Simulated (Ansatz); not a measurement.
# ZrS2: the cost of one run

Computed with Ansatz 0.2.0 (DFT PBE + D3(BJ)-ATM, scalar-relativistic, plane waves, PAW, unless a step's input says otherwise).

1 further run of the same task is left out (set aside as unsound or not needed). Runs told in other sessions of the task aren't counted.

## 1. Starting point

It takes space group P-3m1 (No. 164, trigonal). Conventional cell: a = 3.644 Å, b = 3.644 Å, c = 5.806 Å, α = 90.00°, β = 90.00°, γ = 120.00°. Around Zr (site symmetry -3m) lie 6 S at 2.56 Å. S (site symmetry 3m) has 3 Zr at 2.56 Å in its first shell of neighbours.

As a file:

```xyz
3
Lattice="3.6437 0.0000 0.0000 -1.8219 3.1556 0.0000 0.0000 0.0000 5.8059" Properties=species:S:1:pos:R:3 pbc="T T T"
Zr    0.0000    0.0000    0.0000
S     0.0000    2.1037    1.4573
S     1.8219    1.0519    4.3486
```

At PBE, an earlier run found 2.32 GPa for this cell of 22.252 Å³/atom (8×8×4 mesh), mesh gap 0.77 eV.

## 2. At the given cell

File input.yaml:

```yaml
crystal:
  lattice:
    - [3.643748191, 0.0, 0.0]
    - [-1.8218740955, 3.1555784984, 0.0]
    - [0.0, 0.0, 5.8059423572]
  atoms:
    - { symbol: Zr, position: [0.0, 0.0, 0.0] }
    - { symbol: S, position: [0.3333333333, 0.6666666667, 0.2510079396] }
    - { symbol: S, position: [0.6666666667, 0.3333333333, 0.7489920604] }
basis:
  ecutwfc: 420
  ecutrho_ratio: 4
kpoints:
  mp_grid: { grid: [8, 8, 4] }
hamiltonian:
  xc: pbe
  dispersion: d3bjatm
scf:
  occupations: { method: gaussian, width: 0.05 }
output:
  forces: true
  stress: true
  eigenvalues: true
relax:
  f_tol: 0.02
  max_steps: 40
  cell: { stress_tol: 0.2, fix: [volume] }
```

Run with:

```
$ ansatz run input.yaml --threads 4 --pin off --max-ram 8192MiB --backend cpu --events-out ev --progress --plain --runs-dir out
```

**Question.** How long does this run take on 4 threads of Arm Neoverse V1, shared host, and how much memory does it need?

About 3 s, with a peak of 0.39 GiB.
